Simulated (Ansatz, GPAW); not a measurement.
This is a calculation of Pb (Lead) for Ansatz 0.2.0. 

Contents of input.yaml:

```yaml
crystal:
  lattice:
    - [0.0, 2.47502, 2.47502]
    - [2.47502, 0.0, 2.47502]
    - [2.47502, 2.47502, 0.0]
  atoms:
    - { symbol: Pb, position: [0.0, 0.0, 0.0] }
hamiltonian:
  xc: rpbe
  pseudopotentials: { kind: paw }
kpoints:
  mp_grid: { grid: [9, 9, 9] }
scf:
  occupations: { method: gaussian, width: 0.05 }
output:
  forces: true
  stress: true
  eigenvalues: true
```

Potentials or basis: Ansatz PAW.

The run is started by

```bash
$ ansatz run input.yaml --threads 2 --pin off --max-ram 5632MiB --backend cpu --events-out ev --progress --plain --runs-dir out
```

Problem. Translate it to GPAW 26.7.0 (ASE script). Potentials or basis there: the program's PAW data sets (release 1.2.1) made for this functional, cutoff 600 eV.

Solution. As run (cutoffs and basis follow the program's own potentials, and thresholds, step limits or extra output files can differ):

run.py

```python
from ase.dft.bandgap import bandgap
from ase.io import read, write
from ase.units import GPa
from gpaw import GPAW, PW

atoms = read('POSCAR')

calc = GPAW(mode=PW(600),
            xc='RPBE',
            kpts={'size': (9, 9, 9), 'gamma': True},
            occupations={'name': 'methfessel-paxton', 'order': 0, 'width': 0.05},
            nbands=14,
            convergence={'density': 1e-05, 'energy': 1e-05},
            maxiter=150,
            txt='gpaw.txt')
atoms.calc = calc
energy = atoms.get_potential_energy()
forces = atoms.get_forces()
stress = atoms.get_stress()
calc.write('gs.gpw')
write('result.traj', atoms)
print(f'Energy: {energy:.6f} eV')
print('Forces (eV/A):')
print(forces.round(4))
print('Stress (GPa):', (stress / GPa).round(3))
print('Fermi level:', round(calc.get_fermi_level(), 4), 'eV')
print(f'Gap: {bandgap(calc)[0]:.4f} eV, direct: {bandgap(calc, direct=True)[0]:.4f} eV')
```

The input POSCAR:

```
Pb
1.0
    0.0000000000      2.4750200000      2.4750200000
    2.4750200000      0.0000000000      2.4750200000
    2.4750200000      2.4750200000      0.0000000000
Pb
1
Direct
    0.0000000000      0.0000000000      0.0000000000
```

Potentials or basis: the program's PAW data sets (release 1.2.1) made for this functional, pw.

Command:

```console
$ OMP_NUM_THREADS=1 python run.py
```

Both were run:

|  | Ansatz | GPAW |
| --- | --- | --- |
| Pressure | 3.9 GPa | 3.6 GPa |

Ansatz's pressure holds a Pulay term of +0.02 GPa for its cutoff of 420 eV, which the other run lacks.

Ansatz's potentials were made for PBE.

Where Ansatz's input types no cutoff or centring, it takes its own default and a Γ-centred mesh.

Pressure is positive in compression.
